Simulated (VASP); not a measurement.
# ZnS: band gap with a hybrid functional, by functional

ZnS, F-43m (no. 216), 2 atoms in the cell.

| Functional | Gap, path and mesh (eV) | Direct gap, path and mesh (eV) | Gap on the mesh (eV) | Direct gap at Γ (eV) | Time (s) |
|---|---|---|---|---|---|
| hybrid, GGA = CA LTHOMAS = True HFSCREEN = 1.0 ALDAC = 1.0 AGGAC = 1.0 | 4.24 | 4.24 | 4.24 | 4.24 | 283 |
| hybrid, GGA = CA LTHOMAS = True HFSCREEN = 1.4 ALDAC = 1.0 AGGAC = 1.0 | 3.49 | 3.49 | 3.49 | 3.49 | 260 |
| hybrid, GGA = CA LTHOMAS = True HFSCREEN = 1.8 ALDAC = 1.0 AGGAC = 1.0 | 3.05 | 3.05 | 3.05 | 3.05 | 247 |
| hybrid, GGA = CA LTHOMAS = True HFSCREEN = 2.2 ALDAC = 1.0 AGGAC = 1.0 | 2.77 | 2.77 | 2.77 | 2.77 | 250 |
| hybrid, GGA = CA LTHOMAS = True HFSCREEN = 3.0 ALDAC = 1.0 AGGAC = 1.0 | 2.49 | 2.49 | 2.49 | 2.49 | 245 |

## Input of the first row

INCAR.step1:
```
SYSTEM = ZnS
PREC = Accurate
ENCUT = 450
EDIFF = 1E-5
ISMEAR = 0
SIGMA = 0.02
LREAL = .False.
LASPH = .True.
GGA_COMPAT = .False.
ALGO = Normal
NELM = 150
ISIF = 2
LWAVE = .True.
LCHARG = .False.
GGA = PE
NBANDS = 16
KPAR = 4
```

INCAR.step2:
```
SYSTEM = ZnS
PREC = Accurate
ENCUT = 450
EDIFF = 1E-6
ISMEAR = 0
SIGMA = 0.02
LREAL = .False.
LASPH = .True.
GGA_COMPAT = .False.
ALGO = Normal
NELM = 150
ISIF = 2
LWAVE = .False.
LCHARG = .False.
ISTART = 1
GGA = CA
LHFCALC = .True.
LTHOMAS = .True.
HFSCREEN = 1.0
ALDAC = 1.0
AGGAC = 1.0
NBANDS = 16
PRECFOCK = Fast
KPAR = 4
```

KPOINTS:
```
k-points
0
Gamma
  6 6 6
```

KPOINTS_OPT:
```
path GXWKGLUWLK,UX
4
line-mode
reciprocal
 0.0000000000  0.0000000000  0.0000000000  G
 0.5000000000  0.0000000000  0.5000000000  X

 0.5000000000  0.0000000000  0.5000000000  X
 0.5000000000  0.2500000000  0.7500000000  W

 0.5000000000  0.2500000000  0.7500000000  W
 0.3750000000  0.3750000000  0.7500000000  K

 0.3750000000  0.3750000000  0.7500000000  K
 0.0000000000  0.0000000000  0.0000000000  G

 0.0000000000  0.0000000000  0.0000000000  G
 0.5000000000  0.5000000000  0.5000000000  L

 0.5000000000  0.5000000000  0.5000000000  L
 0.6250000000  0.2500000000  0.6250000000  U

 0.6250000000  0.2500000000  0.6250000000  U
 0.5000000000  0.2500000000  0.7500000000  W

 0.5000000000  0.2500000000  0.7500000000  W
 0.5000000000  0.5000000000  0.5000000000  L

 0.5000000000  0.5000000000  0.5000000000  L
 0.3750000000  0.3750000000  0.7500000000  K

 0.6250000000  0.2500000000  0.6250000000  U
 0.5000000000  0.0000000000  0.5000000000  X
```

POSCAR:
```
ZnS
1.0
    0.0000000000      2.7020000000      2.7020000000
    2.7020000000      0.0000000000      2.7020000000
    2.7020000000      2.7020000000      0.0000000000
Zn S
1 1
Direct
    0.7500000000      0.7500000000      0.7500000000
    0.0000000000      0.0000000000      0.0000000000
```

Commands (each step's output is kept before the next begins):
```
cat potpaw_PBE.64/Zn/POTCAR potpaw_PBE.64/S/POTCAR > POTCAR
cp INCAR.step1 INCAR
mpirun -np 4 vasp_std > vasp.out
cp INCAR.step2 INCAR
mpirun -np 4 vasp_std > vasp.out
```

Changes of the last row against the first:
```
(step 2)
- HFSCREEN = 1.0
+ HFSCREEN = 3.0
```

VASP 6.6.1 took 283 s on 4 cores (Intel Xeon 6975P-C (Granite Rapids)), a shared host.
